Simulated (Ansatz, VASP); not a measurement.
**One calculation of BiS, two programs**

Contents of INCAR:

```
SYSTEM = BiS
ALGO = Normal
EDIFF = 1E-7
ENCUT = 520
GGA = PE
ISIF = 2
ISMEAR = 0
LASPH = .TRUE.
LCHARG = .FALSE.
LREAL = .FALSE.
LWAVE = .FALSE.
NBANDS = 18
NELM = 100
PREC = Accurate
SIGMA = 0.05
```

File KPOINTS:

```
k-points
0
G
  10 10 10
  0 0 0
```

Contents of POSCAR:

```
BiS
1.0
    3.6156254219      0.0000000000      0.0000000000
    0.0000000000      3.5798271504      0.0000000000
    0.0000000000      0.0000000000      3.5798271504
Bi S
1 1
Direct
    0.0000000000      0.0000000000      0.0000000000
    0.5000000000      0.5000000000      0.5000000000
```

Input for Ansatz:

```yaml
crystal:
  lattice:
    - [3.6156254219, 0.0, 0.0]
    - [0.0, 3.5798271504, 0.0]
    - [0.0, 0.0, 3.5798271504]
  atoms:
    - { symbol: Bi, position: [0.0, 0.0, 0.0] }
    - { symbol: S, position: [0.5, 0.5, 0.5] }
basis:
  ecutwfc: 420
  ecutrho_ratio: 4
kpoints:
  mp_grid: { grid: [10, 10, 10] }
hamiltonian:
  xc: pbe
scf:
  occupations: { method: gaussian, width: 0.05 }
output:
  forces: true
  stress: true
  eigenvalues: true
```

Change from the starting cell: strain e1 = +0.01, atoms carried along.

Alike in both runs: task single point; functional PBE; k mesh 10 × 10 × 10; occupations gaussian, width 0.05 eV; no spin polarisation.

```csv
,VASP,Ansatz
version,VASP 6.6.1,Ansatz 0.2.0
potentials or method,"VASP PAW PBE potentials, release 64 (Bi_d, S)","scalar-relativistic, plane waves, PAW"
plane-wave cutoff (eV),520,420
valence electrons in the cell,21,21
```

```tsv
	VASP	Ansatz	Ansatz less VASP
gap on the k mesh at the Fermi level (eV)	none	none	-
pressure (GPa)	-0.8	-0.7	+0.07
largest component of the traceless stress (GPa)	0.56	0.56	+0.002
```

A gap of «none» marks a metal or a gap that the smearing closes.

Caveats: spin-orbit coupling is left out, which moves the levels of the heavy elements.
